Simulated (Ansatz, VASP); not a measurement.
## GaSb: VASP beside Ansatz

INCAR

```
SYSTEM = GaSb
  ALGO = Fast
  EDIFF = 1E-6
  ENCUT = 520
  GGA = CA
  ISIF = 2
  ISMEAR = -1
  LASPH = .TRUE.
  LCHARG = .FALSE.
  LREAL = .FALSE.
  LWAVE = .FALSE.
  NELM = 60
  PREC = Accurate
  SIGMA = 0.05
```

File KPOINTS:

```
k-points
0
G
  8 8 8
  0 0 0
```

POSCAR

```
GaSb
1.0
    0.0000000000      3.0590000000      3.0590000000
    3.0590000000      0.0000000000      3.0590000000
    3.0590000000      3.0590000000      0.0000000000
Sb Ga
1 1
Direct
    0.7500000000      0.7500000000      0.7500000000
    0.0000000000      0.0000000000      0.0000000000
```

KPOINTS_OPT

```
path GXWKGLUWLK,UX
20
line-mode
reciprocal
 0.0000000000  0.0000000000  0.0000000000  G
 0.5000000000  0.0000000000  0.5000000000  X

 0.5000000000  0.0000000000  0.5000000000  X
 0.5000000000  0.2500000000  0.7500000000  W

 0.5000000000  0.2500000000  0.7500000000  W
 0.3750000000  0.3750000000  0.7500000000  K

 0.3750000000  0.3750000000  0.7500000000  K
 0.0000000000  0.0000000000  0.0000000000  G

 0.0000000000  0.0000000000  0.0000000000  G
 0.5000000000  0.5000000000  0.5000000000  L

 0.5000000000  0.5000000000  0.5000000000  L
 0.6250000000  0.2500000000  0.6250000000  U

 0.6250000000  0.2500000000  0.6250000000  U
 0.5000000000  0.2500000000  0.7500000000  W

 0.5000000000  0.2500000000  0.7500000000  W
 0.5000000000  0.5000000000  0.5000000000  L

 0.5000000000  0.5000000000  0.5000000000  L
 0.3750000000  0.3750000000  0.7500000000  K

 0.6250000000  0.2500000000  0.6250000000  U
 0.5000000000  0.0000000000  0.5000000000  X
```

The input input.yaml:

```yaml
crystal:
  lattice:
    - [0.0, 3.059, 3.059]
    - [3.059, 0.0, 3.059]
    - [3.059, 3.059, 0.0]
  atoms:
    - { symbol: Sb, position: [0.75, 0.75, 0.75] }
    - { symbol: Ga, position: [0.0, 0.0, 0.0] }
hamiltonian:
  xc: lda
  pseudopotentials: { kind: paw }
kpoints:
  mp_grid: { grid: [8, 8, 8] }
  band_path:
    path:
      - [[0.0, 0.0, 0.0], [0.5, 0.0, 0.5], [0.5, 0.25, 0.75], [0.375, 0.375, 0.75], [0.0, 0.0, 0.0], [0.5, 0.5, 0.5], [0.625, 0.25, 0.625], [0.5, 0.25, 0.75], [0.5, 0.5, 0.5], [0.375, 0.375, 0.75]]
      - [[0.625, 0.25, 0.625], [0.5, 0.0, 0.5]]
    npoints: 14
scf:
  occupations: { method: fermi_dirac, width: 0.05 }
  n_extra_bands: 6
output:
  forces: true
  stress: true
  eigenvalues: true
  fatbands: false
```

Alike in both runs: task band structure; functional LDA; k mesh 8 × 8 × 8; occupations fermi-dirac, width 0.05 eV; no spin polarisation.

|  | VASP | Ansatz |
| --- | --- | --- |
| version | VASP 6.6.1 | Ansatz 0.2.0 |
| potentials or method | VASP PAW LDA potentials, release 64 (Sb, Ga_d) | Ansatz PAW |
| plane-wave cutoff (eV) | 520 | 420 |
| valence electrons in the cell | 18 | 28 |

|  | VASP | Ansatz | Ansatz less VASP |
| --- | --- | --- | --- |
| gap on the k mesh at the Fermi level (eV) | none | none | - |
| pressure (GPa) | -1.5 | -1.7 | -0.18 |

A gap of «none» marks a metal or a gap that the smearing closes. The two sets of potentials don't hold the same shells in valence.

Caveats: spin-orbit coupling is left out, which moves the levels of the heavy elements; the PAW data sets come from PBE, with cores solved anew for the run's functional, which leaves a small shift of forces and pressure (Ansatz).
